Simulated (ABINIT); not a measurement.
Runs of ABINIT 10.8.3 (patched build) on CsPbCl3. The structure is cubic, space group Pm-3m (No. 221). Conventional cell: a = 5.605 Å, b = 5.605 Å, c = 5.605 Å, α = 90.00°, β = 90.00°, γ = 90.00°. Pb (site symmetry m-3m) has 6 Cl at 2.80 Å as nearest neighbours. Cs (site symmetry m-3m) is surrounded by 12 Cl at 3.96 Å. Cl (site symmetry 4/mmm) is surrounded by 2 Pb at 2.80 Å. 

| task | level | potentials or basis | cell | k mesh | cutoff (eV) | smearing | bands in the sums | broadening (eV) | scissor shift (eV) | tensor components | cell freedom (optcell) | gap on the mesh (eV) | pressure (GPa) |
| --- | --- | --- | --- | --- | --- | --- | --- | --- | --- | --- | --- | --- | --- |
| single point | LDA | PseudoDojo NC SR LDA v0.4.1 standard | as given | 4 × 4 × 4 | 707 | fermi-dirac 0.05 eV | - | - | - | - | - | 1.74 | -1.2 |
| optical spectrum | PBEsol | PseudoDojo NC SR PBEsol v0.4.1 standard | as given | 6 × 6 × 6, shifted | 680 | fixed | 30 | 0.15 | 0 | [11] | - | - | 0.1 |
| relaxation of cell and atoms | LDA | PseudoDojo NC SR LDA v0.4.1 standard | relaxed | 4 × 4 × 4 | 762 | fermi-dirac 0.05 eV | - | - | - | - | 2 | 1.55 | 0.0 |
| single point | LDA | PseudoDojo NC SR LDA v0.4.1 standard | cell relaxed | 4 × 4 × 4 | 762 | fermi-dirac 0.05 eV | - | - | - | - | - | 1.55 | 0.0 |
| effective masses | LDA | PseudoDojo NC SR LDA v0.4.1 standard | cell relaxed at zero pressure by an earlier run | 4 × 4 × 4 | 762 | fixed | - | - | - | - | - | - | 0.0 |
| one-shot levels of the hybrid HF | LDA | PseudoDojo NC SR LDA v0.4.1 standard | as given | 4 × 4 × 4 | 707 | fixed | 30 | - | - | - | - | 1.74 | - |
| single point | PBEsol | PseudoDojo NC SR PBEsol v0.4.1 standard | as given | 4 × 4 × 4 | 680 | fermi-dirac 0.05 eV | - | - | - | - | - | (a) | 0.2 |

Alike in all rows: no spin polarisation.

**Question.** Fill in the values left out.

**Answer.** (a) 1.80.

Caveats: spin-orbit coupling is left out, which as a rule narrows the gap of such compounds by several tenths of an eV (some runs); the cutoff is short for stress, so the pressure is rough (some runs); spectra need much finer meshes, so this one isn't converged (some runs); independent-particle spectra lack excitons (some runs); the masses are taken at a mesh point that needn't be the band's extremum (some runs).

A k mesh can miss the band edges, and the runs leave out spin-orbit coupling on Cs, Pb.

Runs at the PBE level aren't shown here.
